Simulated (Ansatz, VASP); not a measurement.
CaH: VASP beside Ansatz

```
Ca H
1.0
     5.19841    0.00000    0.00000
    -2.59921    4.50196    0.00000
     0.00000    0.00000    4.19417
Ca H
3 3
Direct
  0.50000 0.00000 0.00000
  0.50000 0.50000 0.00000
  0.00000 0.50000 0.00000
  0.00000 0.00000 0.00000
  0.33333 0.66667 0.50000
  0.66667 0.33333 0.50000
```

Alike in both runs: task single point; functional PBE; k mesh 6 × 6 × 4; occupations gaussian, width 0.1 eV; no spin polarisation.

```csv
,VASP,Ansatz
version,VASP 6.6.1,Ansatz 0.2.0
potentials or method,"VASP PAW PBE potentials, release 64 (Ca_sv, H)","scalar-relativistic, plane waves, PAW"
plane-wave cutoff (eV),520,420
valence electrons in the cell,33,33
```

```csv
,VASP,Ansatz,Ansatz less VASP
gap on the k mesh at the Fermi level (eV),none,none,-
pressure (GPa),8.8,8.6,-0.25
largest component of the traceless stress (GPa),21.38,21.13,-0.252
```

A gap of «none» marks a metal or a gap that the smearing closes. The functional is the same, so the differences come from potentials, cutoffs and numerics.

Caveats: the k mesh is coarse (spacing up to 0.37 Å⁻¹), so the values aren't converged.
